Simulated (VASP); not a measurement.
Set up this calculation in VASP 6.6.1, as the native input.

- Task: single point
- Functional: PBE
- Potentials or basis: VASP PAW PBE potentials, release 64 (Si)
- Cutoff: 520 eV
- k mesh: 8 × 8 × 8
- Occupations: gaussian, width 0.022 eV
- Spin: no spin polarisation
- Further INCAR settings: ALGO = Normal; EDIFF = 1e-06; NBANDS = 11

The structure of Si lies in POSCAR:

```
Si
1.0
    0.0000000000      2.7218511865      2.7218511865
    2.7218511865      0.0000000000      2.7218511865
    2.7218511865      2.7218511865      0.0000000000
Si
2
Direct
    0.5000000000      0.5000000000      0.5000000000
    0.7500000000      0.7500000000      0.7500000000
```

One way to write it, as run:

INCAR

```
SYSTEM = Si
  ALGO = Normal
  EDIFF = 1E-6
  ENCUT = 520
  GGA = PE
  ISIF = 2
  ISMEAR = 0
  LASPH = .TRUE.
  LCHARG = .FALSE.
  LREAL = .FALSE.
  LWAVE = .FALSE.
  NBANDS = 11
  NELM = 80
  PREC = Accurate
  SIGMA = 0.022
```

KPOINTS

```
k-points
0
G
  8 8 8
  0 0 0
```

Potentials or basis: VASP PAW PBE potentials, release 64 (Si).

The run is started by

```sh
$ cat potpaw_PBE.64/Si/POTCAR > POTCAR
$ mpirun -np 1 vasp_std > vasp.out
```

Results of the run:

The pressure is 1.3 GPa and the band gap on the k mesh is 0.63 eV, indirect (least direct gap 2.56 eV).

Run time: 16 s on 1 thread of AMD EPYC 7R43 64-Core Processor (Zen 3) (shared host), peak memory 0.13 GiB.
